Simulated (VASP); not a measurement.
In HgSe (zinc blende type) the Hg atom of the primitive cell, with all its periodic images, is moved by 0.06 Å along [111].

```yaml
crystal:
  lattice:
    - [0.00000, 3.13500, 3.13500]
    - [3.13500, 0.00000, 3.13500]
    - [3.13500, 3.13500, 0.00000]
  atoms:
    - { symbol: Hg, position: [0.00552, 0.00552, 0.00552] }
    - { symbol: Se, position: [0.25000, 0.25000, 0.25000] }
```
Lattice in Å, positions in fractions of it.

Method: PBE, plane waves, standard recommended PAW potentials (VASP).

Cutoff 1300 eV; orbitals from an earlier step on the same cell; potentials Hg Se; PREC = Normal; k-mesh 4×4×4 Γ-centred; Fermi–Dirac smearing of 0.1 eV; no spin polarisation; no spin–orbit coupling.

What force results?

The force on it along the displacement is -0.1846 eV/Å, a force constant of 3.08 eV/Å². A one-sided step along [111] also holds the cubic anharmonicity.

```json
{"atom": "Hg1", "Fx (eV/Å)": "-0.1066", "Fy (eV/Å)": "-0.1066", "Fz (eV/Å)": "-0.1066"}
{"atom": "Se2", "Fx (eV/Å)": "0.1066", "Fy (eV/Å)": "0.1066", "Fz (eV/Å)": "0.1066"}
```

The k-mesh is coarse, so these values belong to this mesh and can lie far from the converged ones.
